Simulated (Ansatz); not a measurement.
## Cl: equation of state with r2SCAN

Crystal: Cl.

```
CELL_PARAMETERS angstrom
3.14500 -2.25000 0.00000
3.14500 2.25000 0.00000
0.00000 0.00000 8.21000
ATOMIC_POSITIONS crystal
Cl 0.37000 0.63000 0.40000
Cl 0.13000 0.87000 0.90000
Cl 0.63000 0.37000 0.60000
Cl 0.87000 0.13000 0.10000
```

```
Program             : Ansatz 0.2.0
Task                : equation of state
Functional          : r2SCAN
Potentials or basis : Ansatz PAW
Cutoff              : 500 eV
Density cutoff      : 2000 eV
k mesh              : 7 × 7 × 4
Occupations         : fermi-dirac, width 0.05 eV
Spin                : no spin polarisation
```

| Property | Result |
| --- | --- |
| Equilibrium volume | 28.38 Å³/atom |
| Bulk modulus at fixed shape and positions | 30 GPa |
| Pressure derivative of the bulk modulus | 4.6 |

Energy against volume, from the lowest point:
```tsv
volume (Å³/atom)	energy (meV/atom)
27.305	4.12
27.886	0.82
28.467	0.00
29.048	1.39
29.629	4.75
30.210	9.87
30.791	16.55
```

All runs of the series together: 56 s on 2 threads of AMD EPYC 7R43 64-Core Processor (Zen 3), on a shared host.

Caveat: the cell was scaled at fixed shape and fractional positions, which overstates the stiffness of a crystal with free parameters, most of all of layers and chains; the PAW data sets were made with another functional, which shifts forces and pressure a little.
